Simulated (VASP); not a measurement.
Sn, 2 atoms in the cell. The structure is tetragonal, space group I4_1/amd (No. 141). The conventional cell has a = 5.779 Å, b = 5.779 Å, c = 3.132 Å, α = 90.00°, β = 90.00°, γ = 90.00°. Sn (site symmetry -4m2) has 6 Sn at 2.99 to 3.13 Å as nearest neighbours. 

| Quantity | Value |
| --- | --- |
| Program | VASP 6.6.1 |
| Task | relaxation of cell and atoms |
| Functional | LDA |
| Potentials or basis | VASP PAW LDA potentials, release 64 (Sn_d) |
| Cutoff | 600 eV |
| k mesh | 12 × 12 × 12 |
| Occupations | gaussian, width 0.03 eV |
| Spin | no spin polarisation |
| Further INCAR settings | ALGO = Normal; EDIFF = 1e-07; IBRION = 2; EDIFFG = -0.005; NSW = 90; ISIF = 3 |

Potentials or basis: VASP PAW LDA potentials, release 64 (Sn_d).

Launch:

```bash
$ cat potpaw_LDA.64/Sn_d/POTCAR > POTCAR
$ mpirun -np 1 vasp_std > vasp.out
```

Hardware: 1 thread of Intel(R) Xeon(R) Platinum 8488C (Sapphire Rapids), with other jobs on the host.

Q: How long does it take, and how much memory?

A: Wall time 2.2 min on 1 thread of Intel(R) Xeon(R) Platinum 8488C (Sapphire Rapids) (shared host), peak memory 0.29 GiB. Counts: scf iterations 17, k points 163, ion steps 2.
